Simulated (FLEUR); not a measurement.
Crystal: Tc.

```xyz
2
Lattice="2.7400 0.0000 0.0000 -1.3700 2.3729 0.0000 0.0000 0.0000 4.3980" Properties=species:S:1:pos:R:3 pbc="T T T"
Tc    1.3700    0.7910    3.2985
Tc    0.0000    1.5819    1.0995
```

- Program: FLEUR MaX-R8.1 (later development tree)
- Task: single point
- Functional: PBE
- Potentials or basis: all-electron
- Basis: FLAPW
- Kmax: 4.26 1/bohr
- k mesh: 11 × 11 × 6
- Occupations: fermi-dirac, width 0.05 eV
- Spin: no spin polarisation
- Gmax: 13.2 1/bohr
- Muffin-tin radii: Tc 2.3 bohr
- lmax: Tc 9
- Local orbitals a species: Tc 5
- Max iterations: 60
- Mixing factor: 0.05
- Mixer: Anderson
- Mixer history: 15
- Density convergence: 1e-05 me/bohr^3

On this cell: largest force under 0.003 eV/Å; band gap on the k mesh none (metal or under the smearing width).

The same run follows on a disturbed copy (atoms moved at random, drawn with an rms of 0.05 Å):

```xyz
2
Lattice="2.7400 0.0000 0.0000 -1.3700 2.3729 0.0000 0.0000 0.0000 4.3980" Properties=species:S:1:pos:R:3 pbc="T T T"
Tc    1.3286    0.7833    3.2768
Tc    0.0228    1.5797    1.1502
```

Q: What changes?

A: The energy (extrapolated to zero smearing) moves by +5.1 meV/atom; largest force 0.260 eV/Å; band gap on the k mesh none (metal or under the smearing width).

Forces on the atoms (eV/Å):
```
Tc   0.188  0.011  0.179
Tc  -0.188 -0.011 -0.179
```
